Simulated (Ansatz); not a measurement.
# Selenium, diamond: HSE06 after PBE

How do the levels change when part of the exchange is made exact, and what does it cost? Spin polarisation is left out. The geometry was relaxed under PBE beforehand and is kept. Exact exchange is dear, so the k-mesh is coarse, and PBE is run on the same mesh for comparison.

Program: Ansatz 0.2.0. Level of theory: DFT, plane waves (420 eV) with PBE-made PAW files, scalar-relativistic; functionals as named at each step. These are calculated values, not measurements.

### 1 The system as given

The structure is cubic, space group Fd-3m (No. 227). The conventional cell has a = 6.334 Å, b = 6.334 Å, c = 6.334 Å, α = 90.00°, β = 90.00°, γ = 90.00°. Around Se (site symmetry -43m) lie 4 Se at 2.74 Å.

As a file:

```
CELL_PARAMETERS angstrom
0.00000 3.16705 3.16705
3.16705 0.00000 3.16705
3.16705 3.16705 0.00000
ATOMIC_POSITIONS crystal
Se 0.12500 0.12500 0.12500
Se 0.87500 0.87500 0.87500
```

### 2 PBE, coarse mesh

The run with PBE.

The input, input.yaml:

```yaml
crystal:
  lattice:
    - [0.0, 3.167046841, 3.167046841]
    - [3.167046841, 0.0, 3.167046841]
    - [3.167046841, 3.167046841, 0.0]
  atoms:
    - { symbol: Se, position: [0.125, 0.125, 0.125] }
    - { symbol: Se, position: [0.875, 0.875, 0.875] }
hamiltonian:
  xc: pbe
  pseudopotentials:
    kind: paw
    azcp:
      Se: "pseudopotentials/Se.paw.azcp"
basis:
  ecutwfc: 420
  fft_grid_basis: typed
kpoints:
  mp_grid: { grid: [5, 5, 5], shift: [0, 0, 0] }
magnetization:
  spin_polarized: false
scf:
  occupations: { method: fermi_dirac, width: 0.1 }
output:
  write_density: true
  write_potential: true
  elf: true
  volumetric_format: npy
```

On the command line:

```console
$ ansatz run input.yaml --threads 4 --pin off --max-ram 8192MiB --backend cpu --events-out ev --progress --plain --runs-dir out
```

### 3 HSE06, coarse mesh

The run with HSE06.

Changes to input.yaml since step 2:

```diff
@@ -9,3 +9,3 @@
 hamiltonian:
-  xc: pbe
+  xc: hse06
   pseudopotentials:
@@ -23,6 +23 @@
   occupations: { method: fermi_dirac, width: 0.1 }
-output:
-  write_density: true
-  write_potential: true
-  elf: true
-  volumetric_format: npy
```

(Steps that only read results are left out.)

What does the calculation give? Wanted: PBE: gap; HSE06: gap; HSE06: relative to trigonal.

As calculated:

| quantity | value |
| --- | --- |
| PBE: gap | none (levels filled in part) |
| HSE06: gap | none (levels filled in part) |
| HSE06: SCF cycles, exchange loops | 14, 2 |
| HSE06: CPU time over that of PBE | 15 |
| HSE06: relative to trigonal (grey) selenium | +791 meV/atom |

In words: Neither PBE nor HSE06 shows a clean gap on this mesh. The hybrid took 15 times as much CPU time as PBE on the same settings. HSE06 needed 2 outer loops of the exchange operator. The dense-mesh value adds -6.4 meV/atom, the change that PBE shows between the coarse mesh and its own dense run (not shown). Under HSE06 it lies 791 meV/atom above trigonal (grey) selenium (computed apart in the same way); on such meshes a few tens of meV are uncertain for metals. Absolute energies differ from functional to functional, by eV per atom at times, and say nothing by themselves.
